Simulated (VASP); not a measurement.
# SnSe2: relaxation of cell and atoms with vdW-DF-cx

Crystal: SnSe2.

```
Sn Se
1.0
     3.81100    0.00000    0.00000
    -1.90550    3.30042    0.00000
     0.00000    0.00000    6.13600
Sn Se
1 2
Direct
  0.00000 0.00000 0.00000
  0.66667 0.33333 0.75100
  0.33333 0.66667 0.24900
```

```yaml
Program: VASP 6.6.1
Task: relaxation of cell and atoms
Functional: vdW-DF-cx
Potentials_or_basis: VASP PAW PBE potentials, release 64 (Sn_d, Se)
Cutoff: 600 eV
k_mesh: 8 × 8 × 5
Occupations: fermi-dirac, width 0.05 eV
Spin: no spin polarisation
Further_INCAR_settings: ALGO = Fast; EDIFF = 1e-06; IBRION = 2; EDIFFG = -0.01; NSW = 60; ISIF = 3
```

```
Relaxed volume                         : 25.74 Å³/atom
Relaxed cell                           : a = 3.838 Å, b = 3.838 Å, c = 6.052 Å, α = 90.00°, β = 90.00°, γ = 120.00°
Space group after relaxing (to 0.05 Å) : P-3m1 (No. 164)
Energy gained by relaxing              : 21.4 meV/atom
Ionic steps                            : 10
Pressure after relaxing                : 0.0 GPa
Largest force after relaxing           : 0.009 eV/Å
Band gap on the k mesh                 : 0.50 eV, indirect (least direct gap 0.79 eV)
```

Forces in eV/Å, atoms in the order of the input:
```
Sn   0.000  0.000  0.000
Se   0.000  0.000  0.009
Se   0.000  0.000 -0.009
```

The path:
| step | energy change (eV) | largest force (eV/Å) | pressure (GPa) | volume (Å³) |
| --- | --- | --- | --- | --- |
| 1 | 0.0000 | 0.7981 | 3.31 | 77.18 |
| 2 | -0.0210 | 0.2943 | -2.84 | 83.27 |
| 3 | -0.0520 | 0.1473 | -0.44 | 80.52 |
| 4 | -0.0520 | 0.1592 | -0.36 | 80.45 |
| 5 | -0.0559 | 0.1087 | -0.21 | 79.92 |
| 6 | -0.0573 | 0.0600 | -0.04 | 79.42 |
| 7 | -0.0583 | 0.0545 | -0.07 | 79.25 |
| 8 | -0.0608 | 0.0384 | -0.07 | 78.74 |
| 9 | -0.0639 | 0.0080 | -0.07 | 77.72 |
| 10 | -0.0643 | 0.0087 | -0.05 | 77.21 |

Final structure:
```yaml
crystal:
  lattice:
    - [3.83819, 0.00000, 0.00000]
    - [-1.91909, 3.32397, 0.00000]
    - [0.00000, 0.00000, 6.05191]
  atoms:
    - { symbol: Sn, position: [0.00000, 0.00000, 0.00000] }
    - { symbol: Se, position: [0.66667, 0.33333, 0.73595] }
    - { symbol: Se, position: [0.33333, 0.66667, 0.26405] }
```

Levels at points of the mesh, in eV from the valence-band top:
```csv
k point,band 11,band 12,band 13,band 14,band 15,band 16
"(0.00, 0.00, 0.00)",-0.46,-0.46,-0.09,0.70,2.94,4.49
"(0.50, 0.00, 0.00)",-2.58,-1.61,-0.32,1.11,3.51,4.92
```

Wall time 9.9 min on 1 thread of Intel(R) Xeon(R) 6975P-C (Granite Rapids), with other jobs on the host, peak memory 0.5 GiB.

Caveat: the PAW data sets were made with another functional, which shifts forces and pressure a little; spin-orbit coupling is left out, which moves the levels of the heavy elements; an odd mesh through Γ misses points on the zone boundary, where band edges often lie.
